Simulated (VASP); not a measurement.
A run of VASP 6.6.1:

Contents of INCAR:

```
PREC = Accurate
ENCUT = 520
EDIFF = 1E-6
ISMEAR = -1
SIGMA = 0.1
LREAL = False
LASPH = True
NELM = 60
ALGO = Fast
ISIF = 2
LWAVE = False
LCHARG = True
GGA = RE
LELF = True
LVHAR = True
NBANDS = 10
```

Contents of KPOINTS:

```
regular mesh
0
Gamma
  8 8 8
```

Contents of POSCAR:

```
K
1.0
    4.4663257841      0.0000000000      0.0000000000
    0.0000000000      4.4663257841      0.0000000000
    0.0000000000      0.0000000000      4.4663257841
K
1
Direct
    0.0000000000      0.0000000000      0.0000000000
```

Potentials or basis: VASP PAW PBE potentials, release 64 (K_sv).

The run is started by

```sh
$ cat potpaw_PBE.64/K_sv/POTCAR > POTCAR
$ mpirun -np 1 vasp_std > vasp.out
```

Hardware: 1 thread of Intel(R) Xeon(R) Platinum 8488C (Sapphire Rapids), on a shared host.

Task: Estimate the wall time of this run.

Result: Wall time 14 s on 1 thread of Intel(R) Xeon(R) Platinum 8488C (Sapphire Rapids), on a shared host, peak memory 0.2 GiB. Counts: scf iterations 12, k points 35.
